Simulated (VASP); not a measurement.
# Ga2O3 (R-3c) in VASP: a series of runs

The runs below take Ga2O3 through relaxation of cell and atoms, with PBE.

Program: VASP 6.6.1. These are calculated values, not measurements. Logs are shortened: lines on timing, memory, paths and dates and some standing lists are left out, and cuts for length are marked.

**1. Starting point**

The structure is trigonal, space group R-3c (No. 167). Conventional cell: a = 4.999 Å, b = 4.999 Å, c = 13.501 Å, α = 90.00°, β = 90.00°, γ = 120.00°. Ga (site symmetry 3) is surrounded by 6 O at 1.93 to 2.08 Å. O (site symmetry 2) is surrounded by 4 Ga at 1.93 to 2.08 Å.

**2. Relaxation of cell and atoms, PBE**

INCAR

```
SYSTEM = Ga2O3
  PREC = Accurate
  ENCUT = 600
  EDIFF = 1E-6
  ISMEAR = 0
  SIGMA = 0.03
  LREAL = .FALSE.
  LASPH = .TRUE.
  NELM = 80
  ALGO = Normal
  ISIF = 3
  LWAVE = .FALSE.
  LCHARG = .FALSE.
  GGA = PE
  IBRION = 2
  NSW = 90
  EDIFFG = -0.01
  KPAR = 2
```

KPOINTS

```
regular mesh
0
G
  7 7 7
  0 0 0
```

POSCAR

```
Ga2O3
1.0
    2.4997250000      1.4432169017      4.5003166667
   -2.4997250000      1.4432169017      4.5003166667
    0.0000000000     -2.8864338033      4.5003166667
Ga O
4 6
Direct
    0.3559600000      0.3559600000      0.3559600000
    0.1440400000      0.1440400000      0.1440400000
    0.6440400000      0.6440400000      0.6440400000
    0.8559600000      0.8559600000      0.8559600000
    0.5526000000      0.9474000000      0.2500000000
    0.2500000000      0.5526000000      0.9474000000
    0.9474000000      0.2500000000      0.5526000000
    0.4474000000      0.0526000000      0.7500000000
    0.7500000000      0.4474000000      0.0526000000
    0.0526000000      0.7500000000      0.4474000000
```

Potentials or basis: VASP PAW PBE potentials, release 64 (Ga_d, O).

On the command line:

```bash
$ cat potpaw_PBE.64/Ga_d/POTCAR potpaw_PBE.64/O/POTCAR > POTCAR
$ mpirun -np 2 vasp_std > vasp.out
```

OUTCAR:

```text
SYSTEM = Ga2O3
   PREC = Accurate
   ENCUT = 600
   EDIFF = 1E-6
   ISMEAR = 0
   LREAL = .FALSE.
   LASPH = .TRUE.
   NELM = 80
   ISIF = 3
   GGA = PE
   IBRION = 2
   NSW = 90
   EDIFFG = -0.01

 ion  position               nearest neighbor table
   1  0.356  0.356  0.356-  10 1.93   8 1.93   9 1.93   5 2.08   6 2.08   7 2.08   2 2.86
   2  0.144  0.144  0.144-   9 1.93   8 1.93  10 1.93   5 2.08   7 2.08   6 2.08   1 2.86
   3  0.644  0.644  0.644-   7 1.93   5 1.93   6 1.93   8 2.08   9 2.08  10 2.08   4 2.86
   4  0.856  0.856  0.856-   6 1.93   5 1.93   7 1.93   8 2.08  10 2.08   9 2.08   3 2.86
   5  0.553  0.947  0.250-   3 1.93   4 1.93   1 2.08   2 2.08
   6  0.250  0.553  0.947-   4 1.93   3 1.93   1 2.08   2 2.08
   7  0.947  0.250  0.553-   3 1.93   4 1.93   2 2.08   1 2.08
   8  0.447  0.053  0.750-   1 1.93   2 1.93   3 2.08   4 2.08
   9  0.750  0.447  0.053-   2 1.93   1 1.93   3 2.08   4 2.08
  10  0.053  0.750  0.447-   1 1.93   2 1.93   4 2.08   3 2.08

  LATTYP: Found a trigonal (rhomboedric) cell.
 ALAT       =     5.3464334094
 COS(alpha) =     0.5627939742

  Lattice vectors:

 A1 = (   2.4997250000,   1.4432169017,   4.5003166667)
 A2 = (  -2.4997250000,   1.4432169017,   4.5003166667)
 A3 = (   0.0000000000,  -2.8864338033,   4.5003166667)

Analysis of symmetry for initial positions (statically):
=====================================================================
 Subroutine PRICEL returns:
 Original cell was already a primitive cell.

 Routine SETGRP: Setting up the symmetry group for a
 trigonal (rhombohedral) supercell.

 Subroutine GETGRP returns: Found 12 space group operations
 (whereof  6 operations were pure point group operations)
 out of a pool of 12 trial point group operations.

The static configuration has the point symmetry S_6 .
 The point group associated with its full space group is D_3d.

Analysis of symmetry for dynamics (positions and initial velocities):
=====================================================================
 Subroutine PRICEL returns:
 Original cell was already a primitive cell.

 Routine SETGRP: Setting up the symmetry group for a
 trigonal (rhombohedral) supercell.

 Subroutine GETGRP returns: Found 12 space group operations
 (whereof  6 operations were pure point group operations)
 out of a pool of 12 trial point group operations.

The dynamic configuration has the point symmetry S_6 .
 The point group associated with its full space group is D_3d.

 Subroutine INISYM returns: Found 12 space group operations
 (whereof  6 operations are pure point group operations),
 and found     1 'primitive' translations

----------------------------------------------------------------------------------------

                                     Primitive cell

  volume of cell :      97.4133

  direct lattice vectors                    reciprocal lattice vectors
     2.499725000  1.443216902  4.500316667     0.200022002  0.115482757  0.074068862
    -2.499725000  1.443216902  4.500316667    -0.200022002  0.115482757  0.074068862
     0.000000000 -2.886433803  4.500316667     0.000000000 -0.230965514  0.074068862

  length of vectors
     5.346433409  5.346433409  5.346433409     0.242551572  0.242551572  0.242551572

  position of ions in fractional coordinates (direct lattice)
     0.355960000  0.355960000  0.355960000
     0.144040000  0.144040000  0.144040000
     0.644040000  0.644040000  0.644040000
     0.855960000  0.855960000  0.855960000
     0.552600000  0.947400000  0.250000000
     0.250000000  0.552600000  0.947400000
     0.947400000  0.250000000  0.552600000
     0.447400000  0.052600000  0.750000000
     0.750000000  0.447400000  0.052600000
     0.052600000  0.750000000  0.447400000

  ion indices of the primitive-cell ions
   primitive index   ion index
                 1           1
                 2           2
                 3           3
                 4           4
                 5           5
                 6           6
                 7           7
                 8           8
                 9           9
                10          10

----------------------------------------------------------------------------------------

 KPOINTS: regular mesh

Automatic generation of k-mesh.
 Grid dimensions read from file:
 generate k-points for:    7    7    7

 Generating k-lattice:

  Cartesian coordinates                     Fractional coordinates (reciprocal lattice)
     0.028574572  0.016497537  0.010581266     0.142857143 -0.000000000 -0.000000000
    -0.028574572  0.016497537  0.010581266    -0.000000000  0.142857143 -0.000000000
     0.000000000 -0.032995073  0.010581266    -0.000000000 -0.000000000  0.142857143

  Length of vectors
     0.034650225  0.034650225  0.034650225

  Shift w.r.t. Gamma in fractional coordinates (k-lattice)
     0.000000000  0.000000000  0.000000000

 Subroutine IBZKPT returns following result:
 ===========================================

 Found     44 irreducible k-points:

 Following reciprocal coordinates:
            Coordinates               Weight
  0.000000  0.000000  0.000000      1.000000
  0.142857 -0.000000  0.000000      6.000000
  0.285714 -0.000000 -0.000000      6.000000
  0.428571  0.000000  0.000000      6.000000
  0.142857  0.142857  0.000000      6.000000
  0.285714  0.142857 -0.000000     12.000000
[... 16 lines left out ...]
  0.285714  0.285714  0.142857      6.000000
  0.428571  0.285714  0.142857     12.000000
 [... further k-points ...]
   k-points           NKPTS =     44   k-points in BZ     NKDIM =     44   number of bands    NBANDS=     52
   number of dos      NEDOS =    301   number of ions     NIONS =     10
   total plane-waves  NPLWV = 110592
   dimension x,y,z NGX =    48 NGY =   48 NGZ =   48
   dimension x,y,z NGXF=    96 NGYF=   96 NGZF=   96
   ions per type =               4   6
   NGX,Y,Z   is equivalent  to a cutoff of  14.93, 14.93, 14.93 a.u.
   NGXF,Y,Z  is equivalent  to a cutoff of  29.85, 29.85, 29.85 a.u.
 SYSTEM =  Ga2O3
   PREC   = accura    normal or accurate (medium, high low for compatibility)
   ISTART =      0    job   : 0-new  1-cont  2-samecut
   ICHARG =      2    charge: 1-file 2-atom 10-const
   ISPIN  =      1    spin polarized calculation?
   LNONCOLLINEAR =      F non collinear calculations
   LSORBIT =      F    spin-orbit coupling
   LASPH  =      T    aspherical Exc in radial PAW
   ENCUT  =  600.0 eV  44.10 Ry    6.64 a.u.  10.68 10.68 10.68*2*pi/ulx,y,z
   NELM   =     80;   NELMIN=  2; NELMDL= -5     # of ELM steps
   EDIFF  = 0.1E-05   stopping-criterion for ELM
   LREAL  =      F    real-space projection
   EDIFFG = -.1E-01   stopping-criterion for IOM
   NSW    =     90    number of steps for IOM
   IBRION =      2    ionic relax: 0-MD 1-quasi-New 2-CG
   NFREE  =      1    steps in history (QN), initial steepest desc. (CG)
   ISIF   =      3    stress and relaxation
   ISYM   =      2    0-nonsym 1-usesym 2-fastsym
   POTIM  = 0.5000    time-step for ionic-motion
   TEBEG  =    0.0;   TEEND  =   0.0 temperature during run
   PSTRESS=    0.0 pullay stress
   NELECT =      88.0000    total number of electrons
   NUPDOWN=      -1.0000    fix difference up-down
   EMIN   =  10.00;   EMAX   =-10.00  energy-range for DOS
   EFERMI =   0.00;   METHOD = LEGACY
   ISMEAR =     0;   SIGMA  =   0.03  broadening in eV -4-tet -1-fermi 0-gaus
   EFERMI_NEDOS =   21; number of points for ismear=-14 and -15
   IALGO  =     38    algorithm
   IMIX   =      4    mixing-type and parameters
     AMIX     =   0.40;   BMIX     =  1.00
     AMIX_MAG =   1.60;   BMIX_MAG =  1.00
  volume/ion in A,a.u.               =       9.74        65.74
  Fermi-wavevector in a.u.,A,eV,Ry     =   1.582570  2.990624 34.076181  2.504529
  Thomas-Fermi vector in A             =   2.682473
   LORBIT       =      0    0 simple, 1 ext, 2 COOP (PROOUT), +10 PAW based schemes
   GGA     = PE    functional components
   LHFCALC =     F    Hartree Fock is set to
   AEXX    =    0.0000 exact exchange contribution
   IVDW    =     0    specifies the selected vdW correction
   LEPSILON=     F    determine dielectric tensor
   LRPA    =     F    only Hartree local field effects (RPA)
 conjugate gradient relaxation of ions
 non-spin polarized calculation
 Gauss-broadening in eV      SIGMA  =   0.03
  energy-cutoff  :      600.00
  volume of cell :       97.41
 maximum number of plane-waves:      3265
 NGX is ok and might be reduce to    48
   NGX = 21   NGY = 21   NGZ = 21

--------------------------------------- Ionic step        1  -------------------------------------------

 number of electron      87.9999994 magnetization

 Free energy of the ion-electron system (eV)
  ---------------------------------------------------
  ext. energy  EPLUGINS =         0.00000000
  ---------------------------------------------------
  free energy    TOTEN  =       -59.31677095 eV

  energy without entropy =      -59.31677095  energy(sigma->0) =      -59.31677095

------------------------ aborting loop because EDIFF is reached ----------------------------------------

  FORCE on cell =-STRESS in cart. coord.  units (eV):
  Direction    XX          YY          ZZ          XY          YZ          ZX
  --------------------------------------------------------------------------------------
  -------------------------------------------------------------------------------------
  Total        5.0448617      5.0448617      3.9737928     -0.0000000      0.0000000      0.0000000
  in kB       82.9739337     82.9739337     65.3578310     -0.0000000      0.0000000      0.0000000
  external PRESSURE =      77.1018994 kB  Pullay stress =       0.0000000 kB
[... 161 lines left out ...]
  energy  without entropy=      -59.4002020679  energy(sigma->0) =      -59.40020207

--------------------------------------- Ionic step        5  -------------------------------------------

 number of electron      88.0000003 magnetization

 Free energy of the ion-electron system (eV)
  ---------------------------------------------------
  ext. energy  EPLUGINS =         0.00000000
  ---------------------------------------------------
  free energy    TOTEN  =       -59.40027166 eV

  energy without entropy =      -59.40027166  energy(sigma->0) =      -59.40027166

 E-fermi :   4.1961     XC(G=0): -11.9460

 val. band max:        4.0693743017   @ k =  -0.1429   0.1429   0.0000
 cond. band min:       6.4356593432   @ k =   0.0000   0.0000   0.0000
 fundamental gap:      2.3662850415
 Fermi energy:         4.1960604918

 k-point     1 :       0.0000    0.0000    0.0000
  band No.  band energies     occupation
      1     -14.5865      2.00000
      2     -12.7377      2.00000
      3     -12.7377      2.00000
      4     -12.7144      2.00000
      5     -12.6965      2.00000
      6     -12.6965      2.00000
[... 1309 lines left out ...]
     51      13.8749      0.00000
     52      15.1433      0.00000

 [... further k-points ...]
[... 5 lines left out ...]
  --------------------------------------------------------------------------------------
  -------------------------------------------------------------------------------------
  Total        0.0835248      0.0835248      0.0416732      0.0000000      0.0000000     -0.0000000
  in kB        1.3263496      1.3263496      0.6617580      0.0000000      0.0000000     -0.0000000
  external PRESSURE =       1.1048191 kB  Pullay stress =       0.0000000 kB
[... 25 lines left out ...]
  FREE ENERGIE OF THE ION-ELECTRON SYSTEM (eV)
  ---------------------------------------------------
  free  energy   TOTEN  =       -59.4002716650 eV

  energy  without entropy=      -59.4002716649  energy(sigma->0) =      -59.40027166

 reached required accuracy - stopping structural energy minimisation
```

Run time: 5.8 min. Hardware: 2 MPI ranks of Intel Xeon 6975P-C (Granite Rapids), shared host; peak memory 0.46 GiB.

What came out:

| Quantity | Value |
| --- | --- |
| Free energy | -59.4003 eV |
| Relaxed volume | 10.09 Å³/atom |
| Relaxed cell | a = 5.404 Å, b = 5.404 Å, c = 5.404 Å, α = 55.87°, β = 55.87°, γ = 55.87° |
| Space group after relaxing (to 0.05 Å) | R-3c (No. 167) |
| Energy gained by relaxing | 8.4 meV/atom |
| Ionic steps | 5 |
| Pressure after relaxing | 0.1 GPa |
| Largest force after relaxing | 0.006 eV/Å |
| Band gap on the k mesh | 2.37 eV, indirect (least direct gap 2.59 eV) |

Forces in eV/Å, atoms in the order of the input:
```
Ga   0.000  0.000 -0.002
Ga   0.000  0.000  0.002
Ga   0.000  0.000  0.002
Ga   0.000  0.000 -0.002
O    0.006  0.000  0.000
O   -0.003  0.005  0.000
O   -0.003 -0.005  0.000
O   -0.006  0.000  0.000
O    0.003 -0.005  0.000
O    0.003  0.005  0.000
```

The path:
```tsv
step	energy change (eV)	largest force (eV/Å)	pressure (GPa)	volume (Å³)
1	0.0000	0.0448	7.71	97.41
2	-0.0229	0.0050	-5.77	104.17
3	-0.0835	0.0193	-0.06	100.97
4	-0.0834	0.0199	0.17	100.90
5	-0.0835	0.0060	0.11	100.89
```

Final structure:
```
Ga O
1.0
     2.53154    1.46159    4.54472
    -2.53154    1.46159    4.54472
     0.00000   -2.92317    4.54472
Ga O
4 6
Direct
  0.35595 0.35595 0.35595
  0.14405 0.14405 0.14405
  0.64405 0.64405 0.64405
  0.85595 0.85595 0.85595
  0.55299 0.94701 0.25000
  0.25000 0.55299 0.94701
  0.94701 0.25000 0.55299
  0.44701 0.05299 0.75000
  0.75000 0.44701 0.05299
  0.05299 0.75000 0.44701
```

Caveat: an odd mesh through Γ misses points on the zone boundary, where band edges often lie. PBE usually gives volumes a little too large and moduli too small.

**3. Relaxation of cell and atoms, PBE**

This run uses another cell than the first one, of 10.09 Å³/atom, 1.036 times its volume.

INCAR, as its differences from that of step 2:

```diff
@@ -3,3 +3,3 @@
   ENCUT = 600
-  EDIFF = 1E-6
+  EDIFF = 1E-7
   ISMEAR = 0
@@ -16,3 +16,3 @@
   NSW = 90
-  EDIFFG = -0.01
+  EDIFFG = -0.005
   KPAR = 2
```

KPOINTS is that of step 2.

POSCAR

```
Ga2O3                                   
1.0
    2.5315433009      1.4615872063      4.5447172768
   -2.5315433009      1.4615872063      4.5447172768
    0.0000000000     -2.9231744125      4.5447172768
  Ga              O             
     4     6
Direct
     0.3559545296134307    0.3559545296134307    0.3559545296134307
     0.1440454703865693    0.1440454703865693    0.1440454703865693
     0.6440454703865692    0.6440454703865692    0.6440454703865692
     0.8559545296134308    0.8559545296134308    0.8559545296134308
     0.5529921869995034    0.9470078130004966    0.2500000000000000
     0.2500000000000001    0.5529921869995035    0.9470078130004965
     0.9470078130004965    0.2499999999999999    0.5529921869995035
     0.4470078130004966    0.0529921869995034    0.7500000000000000
     0.7499999999999999    0.4470078130004965    0.0529921869995035
     0.0529921869995035    0.7500000000000001    0.4470078130004965
```

Potentials or basis: VASP PAW PBE potentials, release 64 (Ga_d, O).

On the command line:

```bash
$ cat potpaw_PBE.64/Ga_d/POTCAR potpaw_PBE.64/O/POTCAR > POTCAR
$ mpirun -np 2 vasp_std > vasp.out
```

Wall time 2.9 min (2 MPI ranks of Intel Xeon 6975P-C (Granite Rapids), shared host); peak memory 0.45 GiB.

The run converged. Its results:

| Quantity | Value |
| --- | --- |
| Free energy | -59.4100 eV |
| Relaxed volume | 10.09 Å³/atom |
| Relaxed cell | a = 5.404 Å, b = 5.404 Å, c = 5.404 Å, α = 55.88°, β = 55.88°, γ = 55.88° |
| Space group after relaxing (to 0.05 Å) | R-3c (No. 167) |
| Energy gained by relaxing | 0.0 meV/atom |
| Ionic steps | 2 |
| Pressure after relaxing | -0.1 GPa |
| Band gap on the k mesh | 2.36 eV, indirect (least direct gap 2.59 eV) |

Final structure:
```
CELL_PARAMETERS angstrom
2.53211 1.46192 4.54497
-2.53211 1.46192 4.54497
0.00000 -2.92383 4.54497
ATOMIC_POSITIONS crystal
Ga 0.35595 0.35595 0.35595
Ga 0.14405 0.14405 0.14405
Ga 0.64405 0.64405 0.64405
Ga 0.85595 0.85595 0.85595
O 0.55306 0.94694 0.25000
O 0.25000 0.55306 0.94694
O 0.94694 0.25000 0.55306
O 0.44694 0.05306 0.75000
O 0.75000 0.44694 0.05306
O 0.05306 0.75000 0.44694
```

Levels at points of the mesh, in eV from the valence-band top:
| k point | band 41 | band 42 | band 43 | band 44 | band 45 | band 46 | band 47 | band 48 |
| --- | --- | --- | --- | --- | --- | --- | --- | --- |
| (0.00, 0.00, 0.00) | -0.31 | -0.30 | -0.23 | -0.23 | 2.36 | 6.28 | 6.53 | 8.47 |

Caveat: an odd mesh through Γ misses points on the zone boundary, where band edges often lie.
